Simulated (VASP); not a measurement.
# SiC (Moissanite 3C) (F-43m) in VASP: a series of runs

The runs below take SiC (Moissanite 3C) through relaxation of the atoms, with PBE.

Program: VASP 6.6.1. These are calculated values, not measurements. Logs are shortened: lines on timing, memory, paths and dates and some standing lists are left out, and cuts for length are marked.

## Step 1: The undisturbed crystal

It takes space group F-43m (No. 216, cubic). Conventional cell: a = 4.358 Å, b = 4.358 Å, c = 4.358 Å, α = 90.00°, β = 90.00°, γ = 90.00°. Around Si (site symmetry -43m) lie 4 C at 1.89 Å. C (site symmetry -43m) has 4 Si at 1.89 Å as nearest neighbours.

## Step 2: Relaxation of the atoms, PBE (a relaxed cell with its volume scaled by 0.94)

Input file INCAR:

```
SYSTEM = SiC
  PREC = Accurate
  ENCUT = 300
  EDIFF = 1E-7
  ISMEAR = 0
  SIGMA = 0.03
  LREAL = .FALSE.
  LASPH = .TRUE.
  NELM = 80
  ALGO = Fast
  ISIF = 2
  LWAVE = .FALSE.
  LCHARG = .FALSE.
  GGA = PE
  IBRION = 2
  NSW = 40
  EDIFFG = -0.01
```

Input file KPOINTS:

```
Automatic mesh
0
G
  5 5 5
  0 0 0
```

Input file POSCAR:

```
SiC                                     
1.0
    0.0000000000      2.1425099435      2.1425099435
    2.1425099435      0.0000000000      2.1425099435
    2.1425099435      2.1425099435      0.0000000000
  Si              C             
     1     1
Direct
     0.0000000000000000    0.0000000000000000    0.0000000000000000
     0.2500000000000000    0.2500000000000000    0.2500000000000000
```

Potentials or basis: VASP PAW PBE potentials, release 64 (Si, C_s).

Started as:

```
$ cat potpaw_PBE.64/Si/POTCAR potpaw_PBE.64/C_s/POTCAR > POTCAR
$ mpirun -np 1 vasp_std > vasp.out
```

OUTCAR:

```text
SYSTEM = SiC
   PREC = Accurate
   ENCUT = 300
   EDIFF = 1E-7
   ISMEAR = 0
   LREAL = .FALSE.
   LASPH = .TRUE.
   NELM = 80
   ISIF = 2
   GGA = PE
   IBRION = 2
   NSW = 40
   EDIFFG = -0.01

 ion  position               nearest neighbor table
   1  0.000  0.000  0.000-   2 1.86   2 1.86   2 1.86   2 1.86
   2  0.250  0.250  0.250-   1 1.86   1 1.86   1 1.86   1 1.86

  LATTYP: Found a face centered cubic cell.
 ALAT       =     4.2850198870

  Lattice vectors:

 A1 = (   0.0000000000,   2.1425099435,   2.1425099435)
 A2 = (   2.1425099435,   0.0000000000,   2.1425099435)
 A3 = (   2.1425099435,   2.1425099435,   0.0000000000)

Analysis of symmetry for initial positions (statically):
=====================================================================
 Subroutine PRICEL returns:
 Original cell was already a primitive cell.

 Routine SETGRP: Setting up the symmetry group for a
 face centered cubic supercell.

 Subroutine GETGRP returns: Found 24 space group operations
 (whereof 24 operations were pure point group operations)
 out of a pool of 48 trial point group operations.

The static configuration has the point symmetry T_d .

Analysis of symmetry for dynamics (positions and initial velocities):
=====================================================================
 Subroutine PRICEL returns:
 Original cell was already a primitive cell.

 Routine SETGRP: Setting up the symmetry group for a
 face centered cubic supercell.

 Subroutine GETGRP returns: Found 24 space group operations
 (whereof 24 operations were pure point group operations)
 out of a pool of 48 trial point group operations.

The dynamic configuration has the point symmetry T_d .

 Subroutine INISYM returns: Found 24 space group operations
 (whereof 24 operations are pure point group operations),
 and found     1 'primitive' translations

----------------------------------------------------------------------------------------

                                     Primitive cell

  volume of cell :      19.6697

  direct lattice vectors                    reciprocal lattice vectors
     0.000000000  2.142509943  2.142509943    -0.233371146  0.233371146  0.233371146
     2.142509943  0.000000000  2.142509943     0.233371146 -0.233371146  0.233371146
     2.142509943  2.142509943  0.000000000     0.233371146  0.233371146 -0.233371146

  length of vectors
     3.029966620  3.029966620  3.029966620     0.404210681  0.404210681  0.404210681

  position of ions in fractional coordinates (direct lattice)
     0.000000000  0.000000000  0.000000000
     0.250000000  0.250000000  0.250000000

  ion indices of the primitive-cell ions
   primitive index   ion index
                 1           1
                 2           2

----------------------------------------------------------------------------------------

 KPOINTS: Automatic mesh

Automatic generation of k-mesh.
 Grid dimensions read from file:
 generate k-points for:    5    5    5

 Generating k-lattice:

  Cartesian coordinates                     Fractional coordinates (reciprocal lattice)
    -0.046674229  0.046674229  0.046674229     0.200000000  0.000000000  0.000000000
     0.046674229 -0.046674229  0.046674229     0.000000000  0.200000000  0.000000000
     0.046674229  0.046674229 -0.046674229     0.000000000  0.000000000  0.200000000

  Length of vectors
     0.080842136  0.080842136  0.080842136

  Shift w.r.t. Gamma in fractional coordinates (k-lattice)
     0.000000000  0.000000000  0.000000000

 Subroutine IBZKPT returns following result:
 ===========================================

 Found     10 irreducible k-points:

 Following reciprocal coordinates:
            Coordinates               Weight
  0.000000  0.000000  0.000000      1.000000
  0.200000  0.000000  0.000000      8.000000
  0.400000  0.000000  0.000000      8.000000
  0.200000  0.200000  0.000000      6.000000
  0.400000  0.200000  0.000000     24.000000
 -0.400000  0.200000  0.000000     24.000000
 -0.200000  0.200000  0.000000     12.000000
  0.400000  0.400000  0.000000      6.000000
 -0.400000  0.400000  0.000000     12.000000
 -0.400000  0.400000  0.200000     24.000000
   k-points           NKPTS =     10   k-points in BZ     NKDIM =     10   number of bands    NBANDS=      8
   number of dos      NEDOS =    301   number of ions     NIONS =      2
   total plane-waves  NPLWV =   5832
   dimension x,y,z NGX =    18 NGY =   18 NGZ =   18
   dimension x,y,z NGXF=    36 NGYF=   36 NGZF=   36
   ions per type =               1   1
   NGX,Y,Z   is equivalent  to a cutoff of   9.88,  9.88,  9.88 a.u.
   NGXF,Y,Z  is equivalent  to a cutoff of  19.75, 19.75, 19.75 a.u.
 SYSTEM =  SiC
   PREC   = accura    normal or accurate (medium, high low for compatibility)
   ISTART =      0    job   : 0-new  1-cont  2-samecut
   ICHARG =      2    charge: 1-file 2-atom 10-const
   ISPIN  =      1    spin polarized calculation?
   LNONCOLLINEAR =      F non collinear calculations
   LSORBIT =      F    spin-orbit coupling
   LASPH  =      T    aspherical Exc in radial PAW
   ENCUT  =  300.0 eV  22.05 Ry    4.70 a.u.   4.28  4.28  4.28*2*pi/ulx,y,z
   NELM   =     80;   NELMIN=  2; NELMDL= -5     # of ELM steps
   EDIFF  = 0.1E-06   stopping-criterion for ELM
   LREAL  =      F    real-space projection
   EDIFFG = -.1E-01   stopping-criterion for IOM
   NSW    =     40    number of steps for IOM
   IBRION =      2    ionic relax: 0-MD 1-quasi-New 2-CG
   NFREE  =      1    steps in history (QN), initial steepest desc. (CG)
   ISIF   =      2    stress and relaxation
   ISYM   =      2    0-nonsym 1-usesym 2-fastsym
   POTIM  = 0.5000    time-step for ionic-motion
   TEBEG  =    0.0;   TEEND  =   0.0 temperature during run
   PSTRESS=    0.0 pullay stress
   NELECT =       8.0000    total number of electrons
   NUPDOWN=      -1.0000    fix difference up-down
   EMIN   =  10.00;   EMAX   =-10.00  energy-range for DOS
   EFERMI =   0.00;   METHOD = LEGACY
   ISMEAR =     0;   SIGMA  =   0.03  broadening in eV -4-tet -1-fermi 0-gaus
   EFERMI_NEDOS =   21; number of points for ismear=-14 and -15
   IALGO  =     68    algorithm
   IMIX   =      4    mixing-type and parameters
     AMIX     =   0.40;   BMIX     =  1.00
     AMIX_MAG =   1.60;   BMIX_MAG =  1.00
  volume/ion in A,a.u.               =       9.83        66.37
  Fermi-wavevector in a.u.,A,eV,Ry     =   1.212938  2.292121 20.017148  1.471219
  Thomas-Fermi vector in A             =   2.348406
   LORBIT       =      0    0 simple, 1 ext, 2 COOP (PROOUT), +10 PAW based schemes
   GGA     = PE    functional components
   LHFCALC =     F    Hartree Fock is set to
   AEXX    =    0.0000 exact exchange contribution
   IVDW    =     0    specifies the selected vdW correction
   LEPSILON=     F    determine dielectric tensor
   LRPA    =     F    only Hartree local field effects (RPA)
 conjugate gradient relaxation of ions
 non-spin polarized calculation
 RMM-DIIS sequential band-by-band and
 Gauss-broadening in eV      SIGMA  =   0.03
  energy-cutoff  :      300.00
  volume of cell :       19.67
 maximum number of plane-waves:       259
 NGX is ok and might be reduce to    18
   NGX =  9   NGY =  9   NGZ =  9

 number of electron       8.0000002 magnetization

 Free energy of the ion-electron system (eV)
  ---------------------------------------------------
  ext. energy  EPLUGINS =         0.00000000
  ---------------------------------------------------
  free energy    TOTEN  =       -14.94824479 eV

  energy without entropy =      -14.94824479  energy(sigma->0) =      -14.94824479

 E-fermi :   9.2739     XC(G=0): -11.5659

 val. band max:        9.1343948316   @ k =   0.0000   0.0000   0.0000
 cond. band min:      10.9401749862   @ k =   0.4000   0.4000   0.0000
 fundamental gap:      1.8057801546
 Fermi energy:         9.2738648358

 k-point     1 :       0.0000    0.0000    0.0000
  band No.  band energies     occupation
      1      -6.6817      2.00000
      2       9.1344      2.00000
      3       9.1344      2.00000
      4       9.1344      2.00000
      5      15.9642      0.00000
      6      16.7972      0.00000
      7      16.7972      0.00000
      8      16.7972      0.00000

 k-point     2 :       0.2000    0.0000    0.0000
  band No.  band energies     occupation
      1      -5.8761      2.00000
      2       5.9491      2.00000
      3       8.6912      2.00000
      4       8.6912      2.00000
      5      15.7929      0.00000
      6      17.3994      0.00000
      7      17.3994      0.00000
      8      18.4024      0.00000

 k-point     3 :       0.4000    0.0000    0.0000
  band No.  band energies     occupation
      1      -3.7046      2.00000
      2       1.4130      2.00000
      3       8.1490      2.00000
      4       8.1490      2.00000
      5      15.1246      0.00000
      6      16.7591      0.00000
      7      16.7591      0.00000
      8      19.4930      0.00000

 k-point     4 :       0.2000    0.2000    0.0000
  band No.  band energies     occupation
      1      -5.6070      2.00000
      2       6.7631      2.00000
      3       7.6445      2.00000
      4       7.6445      2.00000
      5      14.3299      0.00000
      6      16.5455      0.00000
      7      19.2219      0.00000
      8      19.2220      0.00000

 k-point     5 :       0.4000    0.2000    0.0000
  band No.  band energies     occupation
      1      -3.8490      2.00000
      2       3.1723      2.00000
      3       6.4838      2.00000
      4       7.0259      2.00000
      5      13.5668      0.00000
      6      17.0114      0.00000
      7      19.1889      0.00000
      8      19.5240      0.00000

 k-point     6 :      -0.4000    0.2000    0.0000
  band No.  band energies     occupation
      1      -2.4463      2.00000
      2       1.1001      2.00000
      3       5.3156      2.00000
      4       7.4338      2.00000
      5      14.0793      0.00000
      6      17.8221      0.00000
      7      18.4678      0.00000
      8      20.8488      0.00000

 k-point     7 :      -0.2000    0.2000    0.0000
  band No.  band energies     occupation
      1      -4.5869      2.00000
      2       4.2498      2.00000
      3       5.8161      2.00000
      4       8.4885      2.00000
      5      15.9505      0.00000
      6      17.5812      0.00000
      7      17.8485      0.00000
      8      18.7445      0.00000

 k-point     8 :       0.4000    0.4000    0.0000
  band No.  band energies     occupation
      1      -2.6482      2.00000
      2       2.5926      2.00000
      3       6.0642      2.00000
      4       6.0642      2.00000
      5      10.9402      0.00000
      6      13.9633      0.00000
      7      22.9534      0.00000
      8      23.8310      0.00000

 k-point     9 :      -0.4000    0.4000    0.0000
  band No.  band energies     occupation
      1      -1.3326      2.00000
      2       1.5694      2.00000
      3       3.7799      2.00000
      4       6.2456      2.00000
      5      11.8636      0.00000
      6      16.1077      0.00000
      7      22.1171      0.00000
      8      22.9282      0.00000

 k-point    10 :      -0.4000    0.4000    0.2000
  band No.  band energies     occupation
      1      -1.9920      2.00000
      2       2.2812      2.00000
      3       4.1064      2.00000
      4       5.5295      2.00000
      5      14.1308      0.00000
      6      17.7378      0.00000
      7      18.3634      0.00000
      8      21.9231      0.00000

------------------------ aborting loop because EDIFF is reached ----------------------------------------

  FORCE on cell =-STRESS in cart. coord.  units (eV):
  Direction    XX          YY          ZZ          XY          YZ          ZX
  --------------------------------------------------------------------------------------
  -------------------------------------------------------------------------------------
  Total        1.8525162      1.8525162      1.8525162     -0.0000000     -0.0000000      0.0000000
  in kB      150.8947266    150.8947266    150.8947266     -0.0000000     -0.0000000      0.0000000
  external PRESSURE =     150.8947266 kB  Pullay stress =       0.0000000 kB

 VOLUME and BASIS-vectors are now :
 -----------------------------------------------------------------------------
  energy-cutoff  :      300.00
  volume of cell :       19.67
      direct lattice vectors                 reciprocal lattice vectors
     0.000000000  2.142509943  2.142509943    -0.233371146  0.233371146  0.233371146
     2.142509943  0.000000000  2.142509943     0.233371146 -0.233371146  0.233371146
     2.142509943  2.142509943  0.000000000     0.233371146  0.233371146 -0.233371146

 POSITION                                       TOTAL-FORCE (eV/Angst)
 -----------------------------------------------------------------------------------
      0.00000      0.00000      0.00000        -0.000000     -0.000000     -0.000000
      1.07125      1.07125      1.07125         0.000000      0.000000      0.000000
 -----------------------------------------------------------------------------------
    total drift:                               -0.000000     -0.000000     -0.000000

  FREE ENERGIE OF THE ION-ELECTRON SYSTEM (eV)
  ---------------------------------------------------
  free  energy   TOTEN  =       -14.9482447939 eV

  energy  without entropy=      -14.9482447939  energy(sigma->0) =      -14.94824479

 reached required accuracy - stopping structural energy minimisation
```

It took 1.7 s on 1 thread of Intel Xeon 6975P-C (Granite Rapids), shared host; peak memory 0.1 GiB.

What came out:

```yaml
Free_energy: -14.9482 eV
Band_gap_on_the_k_mesh: 1.81 eV, indirect (least direct gap 4.88 eV)
```

Final structure:
```
CELL_PARAMETERS angstrom
0.00000 2.14251 2.14251
2.14251 0.00000 2.14251
2.14251 2.14251 0.00000
ATOMIC_POSITIONS crystal
Si 0.00000 0.00000 0.00000
C 0.25000 0.25000 0.25000
```

Caveat: the k mesh is coarse (spacing up to 0.51 Å⁻¹), so the values aren't converged; the cutoff is under 1.25 times the usual one of these potentials, so pressure, stress and relaxed cells hold a basis-set (Pulay) error; the relaxation stopped at its first step, so nothing moved; an odd mesh through Γ misses points on the zone boundary, where band edges often lie.

## Step 3: Relaxation of the atoms, PBE (a relaxed cell with its volume scaled by 0.96)

INCAR is that of step 2.

KPOINTS is that of step 2.

Input file POSCAR:

```
SiC                                     
1.0
    0.0000000000      2.1575985388      2.1575985388
    2.1575985388      0.0000000000      2.1575985388
    2.1575985388      2.1575985388      0.0000000000
  Si              C             
     1     1
Direct
     0.0000000000000000    0.0000000000000000    0.0000000000000000
     0.2500000000000000    0.2500000000000000    0.2500000000000000
```

Potentials or basis: VASP PAW PBE potentials, release 64 (Si, C_s).

Started as:

```
$ cat potpaw_PBE.64/Si/POTCAR potpaw_PBE.64/C_s/POTCAR > POTCAR
$ mpirun -np 1 vasp_std > vasp.out
```

It took 1.6 s on 1 thread of Intel Xeon 6975P-C (Granite Rapids), shared host; peak memory 0.11 GiB.

It converged, with:

* Free energy: -14.9837 eV
* Band gap on the k mesh: 1.81 eV, indirect (least direct gap 4.85 eV)

Final structure:
```
Si C
1.0
     0.00000    2.15760    2.15760
     2.15760    0.00000    2.15760
     2.15760    2.15760    0.00000
Si C
1 1
Direct
  0.00000 0.00000 0.00000
  0.25000 0.25000 0.25000
```

Levels at points of the mesh, in eV from the valence-band top:
```
           k point  band 1  band 2  band 3  band 4  band 5  band 6  band 7  band 8
(0.00, 0.00, 0.00)  -15.65    0.00    0.00    0.00    6.58    7.51    7.51    7.51
```

Caveat: the k mesh is coarse (spacing up to 0.50 Å⁻¹), so the values aren't converged; the cutoff is under 1.25 times the usual one of these potentials, so pressure, stress and relaxed cells hold a basis-set (Pulay) error; the relaxation stopped at its first step, so nothing moved; an odd mesh through Γ misses points on the zone boundary, where band edges often lie.
